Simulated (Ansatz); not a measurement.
Method: DFT PBE, scalar-relativistic, plane waves, PAW (Ansatz 0.2.0). Settings: cutoff 420 eV, Γ-centred meshes spaced at most about 0.3 Å⁻¹, and about 0.25 Å⁻¹ or finer for metals (2π included), Gaussian smearing. No spin polarisation.

These are static total energies at zero pressure.

Two forms of NaH4 were relaxed alike.

1.

```
Na H
1.0
    -2.63651    2.63651    2.30880
     2.63651   -2.63651    2.30880
     2.63651    2.63651   -2.30880
Na H
1 4
Direct
  0.00000 0.00000 0.00000
  0.50000 0.07477 0.57477
  0.50000 0.92523 0.42523
  0.92523 0.50000 0.42523
  0.07477 0.50000 0.57477
```

2.

```
Na H
1.0
     2.05770   -3.42605    0.00000
     2.05770    3.42605    0.00000
     0.00000    0.00000    3.30883
Na H
1 4
Direct
  0.50000 0.50000 0.50000
  0.94479 0.05521 0.50000
  0.05521 0.94479 0.50000
  0.50000 0.00000 0.00000
  0.00000 0.50000 0.00000
```

**Question.** Which would you expect to be lower, and how large is the difference?

**Answer.** Cell 1 is lower, by 234 meV/atom. Cell 1 has space group I4/mmm (No. 139), 12.8 Å³/atom and no gap on its mesh; cell 2 has space group Cmmm (No. 65), 9.3 Å³/atom and no gap. Counting H atoms around Na (those within 1.25 times the shortest such distance or 1.15 times the sum of covalent radii; a plus sign parts nearer from farther groups), cell 1 has Na 8+8 and cell 2 has Na 4+8. Cell 1 and cell 2 both hold H–H pairs as short as in free H₂ molecules. Even the lower one lies +0.15 eV/atom against the reference forms of the elements (uncorrected), a margin that errors in the energy of the gaseous reference can exceed. In cell 1, Na is surrounded by 8 H at 2.67 Å and 8 H at 3.22 Å; around H lie 1 H at 0.79 Å, 4 H at 2.38 Å and 2 Na at 2.67 Å. In cell 2, Na has 4 H at 2.09 Å and 8 H at 2.59 Å; H on a site of symmetry m2m is surrounded by 1 H at 0.76 Å, 2 Na at 2.09 Å and 4 H at 2.36 Å; H on a site of symmetry 2/m is surrounded by 2 H at 2.06 Å and 4 H at 2.36 Å (long contacts). Both come from invented guesses. The lowest form computed isn't among them: it has space group P6/mmm (No. 191), 18.9 Å³/atom and lies 56 meV/atom below the best shown.

No dispersion correction is applied, so the spacing and binding between layers, chains or molecules are poorly described (I4/mmm), and this can change margins and order among such cells. With hydrogen, zero-point motion can shift such differences by 10 meV/atom or more. Cells relaxed within their symmetry can be saddle points. Some types were kept out of the candidates beforehand, so the set may lack a known form.
